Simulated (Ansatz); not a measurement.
# PbSe (Clausthalite) (Fm-3m) in Ansatz: reference runs

Reference runs on PbSe (Clausthalite): the cell as given and a disturbed copy.

Everything below comes from runs of Ansatz 0.2.0. Logs are shortened: lines on timing, memory, paths and dates and some standing lists are left out, and cuts for length are marked.

**The experiment to reproduce.**

From a printed reference work, monograph, for a bulk crystal of PbSe at 300 K: band gap 0.28 eV (direct).

The runs below are set against these values where they give the same quantity.

### Step 1. The crystal as given

Symmetry: Fm-3m, No. 225, cubic system. The conventional cell has a = 6.121 Å, b = 6.121 Å, c = 6.121 Å, α = 90.00°, β = 90.00°, γ = 90.00°. Pb (site symmetry m-3m) is surrounded by 6 Se at 3.06 Å. Se (site symmetry m-3m) is surrounded by 6 Pb at 3.06 Å.

### Step 2. Single point, PBE

The input, input.yaml:

```yaml
crystal:
  lattice:
    - [0.0, 3.06065, 3.06065]
    - [3.06065, 0.0, 3.06065]
    - [3.06065, 3.06065, 0.0]
  atoms:
    - { symbol: Pb, position: [0.0, 0.0, 0.0] }
    - { symbol: Se, position: [0.5, 0.5, 0.5] }
kpoints:
  mp_grid: { grid: [8, 8, 8] }
scf:
  occupations: { method: fermi_dirac, width: 0.05 }
hamiltonian:
  xc: pbe
  pseudopotentials: { kind: all_electron, lapw: { basis_error: 0.001 } }
output:
  forces: true
  stress: true
  eigenvalues: true
  populations: true
```

Potentials or basis: all-electron LAPW, scalar-relativistic.

Run with:

```sh
$ ansatz run input.yaml --threads 1 --pin off --max-ram 3072MiB --backend cpu --events-out ev --progress --plain --runs-dir out
```

Output:

```text
Warning: RAYON_NUM_THREADS=1 ignored (pool sized by the plan → 1); use --threads N
Pb: projections on atomic orbitals take those of the free atom 1s2 2s2 2p6 3s2 3p6 3d10 4s2 4p6 4d10 4f14 5s2 5p6 5d10 6s2 6p2, of charge +0.00 (hamiltonian.pseudopotentials.projection_atoms)
Se: projections on atomic orbitals take those of the free atom 1s2 2s2 2p6 3s2 3p6 3d10 4s2 4p4, of charge +0.00 (hamiltonian.pseudopotentials.projection_atoms)
LAPW: plane waves up to 7.016 Å⁻¹, error target 1.0e-3 eV per atom; small_component_spin mean_spin; Se in spheres of 1.439 Å, 24 of its electrons in bands, Dirac shells []; Pb in spheres of 1.621 Å, 36 of its electrons in bands, Dirac shells [] (how accurate: hamiltonian.pseudopotentials.lapw.basis_error, Limitations)
Engine: ansatz 0.2.0, aarch64-unknown-linux-gnu
Pseudopotentials: kind: all_electron
Pseudopotential: Pb, LAPW, valence charge 36, lapw/all_electron/scalar/gaussian/Pb, Koelling and Harmon's equation, gaussian nucleus
Pseudopotential: Se, LAPW, valence charge 24, lapw/all_electron/scalar/gaussian/Se, Koelling and Harmon's equation, gaussian nucleus
Functional definition: PBE
  parameter kappa = 0.804
  parameter beta = 0.06672455060314922
  exchange = pbe_x(kappa = kappa, mu = beta*pi^2/3)
  correlation = pbe_c(beta = beta)
Crystal: 2 atoms, lattice volume = 57.342 Å³
Basis set: ecut = 187.54182827907107 eV, 331 PW (Γ), exchange–correlation at level 2
Bands: 36, of which v1, the nominal top of the filled ones, is band 30 counted from 1 (29 counted from 0)
Symmetry: 48 space group operations
Space group: Fm-3m (ITA 225), of the structure as read, at distance tolerance 3.9e-5 Å
k-points: 29 of 512
Non-local potential: Pb, projectors of the file, none
Non-local potential: Se, projectors of the file, none
Initial density: superposition of atomic densities (chi_scale 0.1, normalization cell, long waves kept (reshape's long-wave potential 0.00 eV rms))
Initial wavefunctions: plane waves of lowest kinetic energy (no species holds an atomic orbital)
Functional: x = pbe(κ = 0.804, μ = 0.2195149727645171), c = pbe(β = 0.06672455060314922)
iter 1 solved again at ethr=1.42e-3 eV; its pass at ethr=1.00e-1 eV (dr2=8.50e-1 eV) is discarded
SCF iter   1: F=—  HF=-634193.660627 eV  |F-HF|=—  |Δ(HF+E_count)|=         —  Δρ=2.48e-2  dr2=8.50e-1  ethr=1.42e-3  ⟨swp⟩=2.0  Hψ=6418  notcnv=0
preconditioner: auto → none  [insulator: Δε(μ)=0.591 eV  Ē_g=16.883 eV  σ=0.050 eV  W_gap=0.99  n_scr=14 (ndim 8)  ℏωp=21.9 eV  f_vac=0.122  D(μ)=0.00/eV (n_scr^D=0)  ε∞_Penn≈2.7]
iter 2 solved again at ethr=3.02e-5 eV; its pass at ethr=1.42e-3 eV (dr2=1.81e-2 eV) is discarded
SCF iter   2: F=—  HF=-634193.404187 eV  |F-HF|=—  |Δ(HF+E_count)|=   2.56e-1  Δρ=5.34e-3  dr2=1.81e-2  ethr=3.02e-5  ⟨swp⟩=2.0  Hψ=5436  notcnv=0
SCF iter   3: F=—  HF=-634193.371646 eV  |F-HF|=—  |Δ(HF+E_count)|=   3.25e-2  Δρ=3.32e-3  dr2=1.12e-2  ethr=3.02e-5  ⟨swp⟩=2.8  Hψ=3313  notcnv=0
SCF iter   4: F=—  HF=-634193.373370 eV  |F-HF|=—  |Δ(HF+E_count)|=   1.72e-3  Δρ=8.98e-4  dr2=6.64e-4  ethr=1.86e-5  ⟨swp⟩=2.0  Hψ=3102  notcnv=0
SCF iter   5: F=—  HF=-634193.373621 eV  |F-HF|=—  |Δ(HF+E_count)|=   2.51e-4  Δρ=1.17e-4  dr2=8.64e-6  ethr=1.11e-6  ⟨swp⟩=2.5  Hψ=3123  notcnv=0
SCF iter   6: F=—  HF=-634193.373634 eV  |F-HF|=—  |Δ(HF+E_count)|=   1.30e-5  Δρ=2.03e-5  dr2=3.73e-7  ethr=1.44e-8  ⟨swp⟩=3.0  Hψ=3223  notcnv=0
SCF iter   7: F=-634193.373634 eV  HF=-634193.373634 eV  |F-HF|=7.45e-9  |Δ(HF+E_count)|=   2.07e-7  Δρ=6.20e-6  dr2=3.91e-8  ethr=6.21e-10  ⟨swp⟩=3.0  Hψ=3197  notcnv=0
SCF 1 converged in 7 iterations: F = -634193.373634 eV  dr2 = 3.91e-8
SCF converged after 7 iterations
Free energy (F): -634193.373634 eV
Harris-Foulkes:  -634193.373634 eV  (|F-HF|=7.45e-9)
Internal energy: -634193.373302 eV  (E = F + TS)
E sigma→0 (E₀):  -634193.373468 eV
Entropy (-TS):   -0.000332 eV (-0.166 meV/atom)
Fermi energy:    11.907119 eV
--- Per-component energies (eV) ---
  E_band       = -3853.956104
  E_kinetic    = 722667.277971
  E_xc         = -12976.427384
  E_electrostatic = -1343884.223890  (all electrons and nuclei)
  E_smearing   = -0.000332  (= −TS)
  E_closure    = 0.000000  (closes the sum)
  E_atoms      = -634185.215359  (free atoms, spherical and without spin; not in F)
  Σ components = -634193.373634   (vs F -634193.373634, Δ=0.00e0)
  Basis errors (estimates in eV, not in F): energy 3.6e-4 per atom: plane waves 3.3e-4 (1.8e-4 summed), levels above the bands 3.3e-72, relativity 5.8e-8, radial functions 2.4e-5, core shells 1.4e-8; eigenvalues (radial functions only) 3.9e-6; not estimated: angular momenta, meshes, grids; target (lapw.basis_error) 1.0e-3; muffin-tin radii Se 1.439 Å, Pb 1.621 Å
--- Forces (eV/Å), atoms counted from 1 ---
  atom   1  Pb     0.00000000     0.00000000    -0.00000000
  atom   2  Se     0.00000000    -0.00000000    -0.00000000
  max |Σ_I F_I| component: 1.61e-30 eV/Å
--- Stress (GPa, compression-positive) ---
        2.422207       0.000000      -0.000000
        0.000000       2.422207      -0.000000
       -0.000000      -0.000000       2.422207
  P = ⅓ Tr σ = 2.4222 GPa (24.222 kbar)
--- Band table (eV; the first three rows and the last of 29) ---
  k-point 0: bands = ["-195.7878", "-135.2544", "-135.2544", "-135.2544", "-127.7338", "-116.7618", "-116.7594", "-116.7594", "-116.7594", "-116.7574", "-116.7574", "-116.7574", "-69.5786", "-69.5786", "-69.5786", "-35.4689", "-35.4689", "-35.4667", "-35.4667", "-35.4667", "-5.0875", "-5.0875", "-5.0875", "-5.0838", "-5.0838", "-1.8383", "5.4633", "9.8772", "9.8772", "9.8772", "16.4713", "16.4713", "16.4713", "18.2801", "18.2801", "18.2801"]
  k-point 1: bands = ["-195.7878", "-135.2544", "-135.2544", "-135.2544", "-127.7338", "-116.7618", "-116.7594", "-116.7594", "-116.7594", "-116.7574", "-116.7574", "-116.7574", "-69.5786", "-69.5786", "-69.5786", "-35.4689", "-35.4689", "-35.4667", "-35.4667", "-35.4667", "-5.0884", "-5.0884", "-5.0869", "-5.0818", "-5.0818", "-1.7201", "5.0682", "9.9182", "9.9182", "10.1550", "15.4089", "15.7953", "15.7953", "18.0993", "18.6237", "18.6237"]
  k-point 2: bands = ["-195.7878", "-135.2544", "-135.2544", "-135.2544", "-127.7338", "-116.7618", "-116.7594", "-116.7594", "-116.7594", "-116.7574", "-116.7574", "-116.7574", "-69.5786", "-69.5786", "-69.5786", "-35.4689", "-35.4689", "-35.4667", "-35.4667", "-35.4667", "-5.0968", "-5.0968", "-5.0858", "-5.0704", "-5.0704", "-1.3959", "4.1970", "10.0380", "10.0380", "10.7127", "13.9220", "14.6724", "14.6724", "18.2914", "19.4895", "19.4895"]
  k-point 28: bands = ["-195.7878", "-135.2544", "-135.2544", "-135.2544", "-127.7338", "-116.7618", "-116.7594", "-116.7594", "-116.7594", "-116.7574", "-116.7574", "-116.7574", "-69.5786", "-69.5786", "-69.5786", "-35.4690", "-35.4689", "-35.4667", "-35.4667", "-35.4666", "-5.1754", "-5.0843", "-5.0751", "-5.0751", "-5.0428", "-0.3764", "3.7534", "7.5272", "7.5272", "10.9639", "13.6487", "16.7070", "16.7070", "19.4895", "19.4895", "23.5772"]
--- Löwdin populations: 2 sites ---
  site symbol       q [e]
     0     Pb     81.6205
     1     Se     34.3385
  spilling = 0.000353 (of n_electrons = 116.000000)
```

It took 7.8 s on 1 thread of Arm Neoverse V2, shared host; peak memory 0.3 GiB.

Results:

```
Free energy            : -634193.3736 eV
Pressure               : 2.4 GPa
Band gap on the k mesh : 0.29 eV, direct
Loewdin charges        : Pb +0.38; Se -0.34 e
```

Levels at points of the mesh, in eV from the valence-band top:
```tsv
k point	band 26	band 27	band 28	band 29	band 30	band 31	band 32	band 33	band 34	band 35
(0.00, 0.00, 0.00)	-13.60	-6.30	-1.89	-1.89	-1.89	4.71	4.71	4.71	6.52	6.52
(0.00, 0.00, -0.50)	-12.54	-8.80	-1.48	-1.48	0.00	0.29	1.69	1.69	8.54	10.17
(0.00, -0.50, -0.50)	-12.17	-7.38	-4.99	-3.24	-3.24	3.69	5.60	5.60	6.04	11.33
```

Caveat: spin-orbit coupling is left out, which as a rule narrows the gap of such compounds by several tenths of an eV.

### Step 3. Single point, PBE (atoms moved at random, drawn with an rms of 0.05 Å)

Edit input.yaml of step 2 so:

```diff
@@ -6,4 +6,4 @@
   atoms:
-    - { symbol: Pb, position: [0.0, 0.0, 0.0] }
-    - { symbol: Se, position: [0.5, 0.5, 0.5] }
+    - { symbol: Pb, position: [-0.002248, -0.003165, -0.000602] }
+    - { symbol: Se, position: [0.503088, 0.499995, 0.492699] }
 kpoints:
```

Potentials or basis: all-electron LAPW, scalar-relativistic.

Run with:

```sh
$ ansatz run input.yaml --threads 1 --pin off --max-ram 3072MiB --backend cpu --events-out ev --progress --plain --runs-dir out
```

It took 100 s on 1 thread of Arm Neoverse V2, shared host; peak memory 0.77 GiB.

The run converged. Its results:

```
Free energy            : -634193.3734 eV
Pressure               : 2.4 GPa
Largest force          : 0.016 eV/Å
Band gap on the k mesh : 0.29 eV, direct
Loewdin charges        : Pb +0.38; Se -0.34 e
```

Forces on the atoms (eV/Å):
```
Pb  -0.006 -0.002  0.015
Se   0.006  0.002 -0.015
```

Levels at points of the mesh, in eV from the valence-band top:
| k point | band 26 | band 27 | band 28 | band 29 | band 30 | band 31 | band 32 | band 33 | band 34 | band 35 |
| --- | --- | --- | --- | --- | --- | --- | --- | --- | --- | --- |
| (0.00, 0.00, 0.00) | -13.60 | -6.30 | -1.89 | -1.89 | -1.89 | 4.70 | 4.70 | 4.71 | 6.52 | 6.52 |
| (0.00, 0.00, -0.50) | -12.54 | -8.80 | -1.48 | -1.48 | -0.01 | 0.30 | 1.69 | 1.70 | 8.54 | 10.17 |
| (0.00, -0.50, 0.00) | -12.54 | -8.80 | -1.48 | -1.48 | 0.00 | 0.29 | 1.70 | 1.70 | 8.54 | 10.17 |
| (0.00, -0.50, -0.50) | -12.17 | -7.38 | -4.99 | -3.24 | -3.24 | 3.68 | 5.61 | 5.61 | 6.04 | 11.33 |
| (-0.50, 0.00, 0.00) | -12.54 | -8.80 | -1.48 | -1.48 | -0.01 | 0.29 | 1.69 | 1.70 | 8.54 | 10.17 |
| (-0.50, 0.00, -0.50) | -12.17 | -7.37 | -4.99 | -3.24 | -3.24 | 3.68 | 5.61 | 5.61 | 6.04 | 11.33 |
| (-0.50, -0.50, 0.00) | -12.17 | -7.38 | -4.99 | -3.24 | -3.24 | 3.69 | 5.61 | 5.61 | 6.04 | 11.33 |
| (-0.50, -0.50, -0.50) | -12.54 | -8.80 | -1.48 | -1.48 | 0.00 | 0.29 | 1.70 | 1.70 | 8.54 | 10.17 |

Caveat: spin-orbit coupling is left out, which as a rule narrows the gap of such compounds by several tenths of an eV.

### Step 4. Against experiment

Step 2. Against the measured gap of PbSe, 0.28 eV (direct; 300 K; a printed reference work, monograph), the calculated 0.29 eV is off by +0.01 eV. 2 values of this kind are on record (0.15 to 0.28 eV); this one was drawn at random. Spin-orbit coupling on Pb, Se is left out. The value is that of PBE on a finite k mesh, which can miss the band edges, without temperature or zero-point motion.
